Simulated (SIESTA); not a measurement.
NiO:

```
CELL_PARAMETERS angstrom
0.00000 2.08590 2.08590
2.08590 0.00000 2.08590
2.08590 2.08590 0.00000
ATOMIC_POSITIONS crystal
Ni 0.00000 0.00000 0.00000
O 0.50000 0.50000 0.50000
```

Base run:

| Item | Value |
| --- | --- |
| Program | SIESTA 5.4.2 |
| Functional | PBE |
| Potentials or basis | PseudoDojo 0.4 standard (PBE files) |
| Basis | DZP (energy shift 0.003 Ry; two zetas on semicore shells) |
| Grid cutoff | 800 Ry |
| Energy shift | 0.003 Ry |
| k mesh | 8 × 8 × 8 |
| Occupations | fermi-dirac, width 0.05 eV |
| Spin | collinear spin, ferromagnetic start |
| Starting moments | [1.0, 0.0] μB |
| Hubbard terms | Ni d U = 8 eV |

Its results: band gap on the k mesh 2.53 eV, indirect (least direct gap 3.78 eV); pressure 17.3 GPa; net moment 2.00 μB per cell; site moments Ni +1.84; O +0.16 μB.

Problem. The run is repeated on the same cell with these changes: hubbard terms from Ni d U = 8 eV to none. What comes out?

Solution. Band gap on the k mesh none (metal or under the smearing width); pressure 7.1 GPa; net moment 1.82 μB per cell; site moments Ni +1.48; O +0.34 μB.

The U term pushes filled and empty states of the shell apart.

Caveats: short orbitals over semicore shells can move pressures by several GPa; the basis of atomic orbitals isn't converged, which shifts pressures, moduli and gaps; a cell with one magnetic atom can't hold antiferromagnetic order, which such compounds often take; semilocal functionals often make such compounds metallic where correlation or magnetic order opens a gap, which also shifts bond lengths (some runs).

A k mesh can miss the band edges.
